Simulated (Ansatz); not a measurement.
# C: the change of band gap and smallest direct gap on path with volume per atom

Results calculated with Ansatz 0.2.0, not measured. Periodic Kohn-Sham DFT of a crystal at fixed atoms; Kohn-Sham levels at symmetry points; band -1 is the highest filled and +1 the lowest empty one at that point, spin up along a +z start moment.

Cell of the first row (space group Fd-3m, No. 227):
```
C
1.0
      0.0000     1.7470     1.7470
      1.7470     0.0000     1.7470
      1.7470     1.7470     0.0000
C
2
Direct
  0.50000 0.50000 0.50000
  0.75000 0.75000 0.75000
```

Settings of every row: method all-electron LAPW; functional LDA; relativity scalar; k mesh 20x20x20; filling fermi-dirac; smearing width 0.08 eV; basis error target 0.5 meV/atom; nucleus gaussian.

Atom start moment: 0 on all atoms.

Limits: semilocal functionals tend to give too small a gap.

Limits of some rows: cell far from its zero-pressure volume (row 9).

| row | volume per atom (Å³) | band gap (eV) | smallest direct gap on path (eV) |
| --- | --- | --- | --- |
| 1 | 5.332 | 4.262 | 5.721 |
| 2 | 5.445 | 4.209 | 5.661 |
| 3 | 5.559 | ? | ? |
| 4 | 5.615 | 4.132 | 5.574 |
| 5 | 5.672 | 4.103 | 5.546 |
| 6 | 5.729 | 4.083 | 5.518 |
| 7 | 5.786 | 4.059 | 5.49 |
| 8 | 5.899 | 4.012 | 5.436 |
| 9 | 6.012 | 3.967 | 5.382 |

Question: what band gap and smallest direct gap on path should row 3 give?

Worked fit of band gap. Take t = volume per atom − 5.7, in Å³. The shown rows have t = -0.368, -0.255, -0.085, -0.028, 0.029, 0.086, 0.199, 0.312. Least squares give band gap = 4.0942 − 0.4293 × t + 0.0732 × t² eV; a straight line predicts inner rows, each left out in turn, worse (root mean square 0.0035 against 0.0021 eV). The rows lie off it by 0.000, 0.001, 0.001, -0.003, 0.001, 0.001, 0.000, 0.000. The withheld row has t = -0.141, so the fit gives 4.0942 − 0.4293 × (-0.141) + 0.0732 × (-0.141)² = 4.156 eV.

The calculation gave 4.157 eV. The fit lies 0.001 eV (0.34 % of the column's range) below it, one unit of the last digit.

Worked fit of smallest direct gap on path. Take t = volume per atom − 5.7, in Å³. The shown rows have t = -0.368, -0.255, -0.085, -0.028, 0.029, 0.086, 0.199, 0.312. Least squares give smallest direct gap on path = 5.5321 − 0.4948 × t + 0.0482 × t² eV; a straight line predicts inner rows, each left out in turn, worse (root mean square 0.0019 against 0.00045 eV). The rows lie off it by 0.000, 0.000, -0.001, 0.000, 0.000, 0.000, 0.000, 0.000. The withheld row has t = -0.141, so the fit gives 5.5321 − 0.4948 × (-0.141) + 0.0482 × (-0.141)² = 5.603 eV.

The calculation gave 5.603 eV. The fit meets it to the printed digit.
